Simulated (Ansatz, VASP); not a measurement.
**Two plane-wave programs on Cs**

```
CELL_PARAMETERS angstrom
-2.53671 2.53671 9.53166
2.53671 -2.53671 9.53166
2.53671 2.53671 -9.53166
ATOMIC_POSITIONS crystal
Cs 0.50000 0.50000 0.00000
Cs 0.25000 0.75000 0.50000
```

Change from the starting cell: volume scaled by 0.98.

Alike in both runs: task single point; functional PBE; k mesh 7 × 7 × 7; occupations fermi-dirac, width 0.05 eV; no spin polarisation.

```csv
,VASP,Ansatz
version,VASP 6.6.1,Ansatz 0.2.0
potentials or method,"VASP PAW PBE potentials, release 64 (Cs_sv)",Ansatz PAW
plane-wave cutoff (eV),520,420
valence electrons in the cell,18,18
```

```tsv
	VASP	Ansatz	Ansatz less VASP
gap on the k mesh at the Fermi level (eV)	none	none	-
pressure (GPa)	0.0	0.0	+0.01
largest component of the traceless stress (GPa)	0.09	0.09	0.000
```

A gap of «none» marks a metal or a gap that the smearing closes.

Spin-orbit coupling is left out, which matters for the levels of Cs.
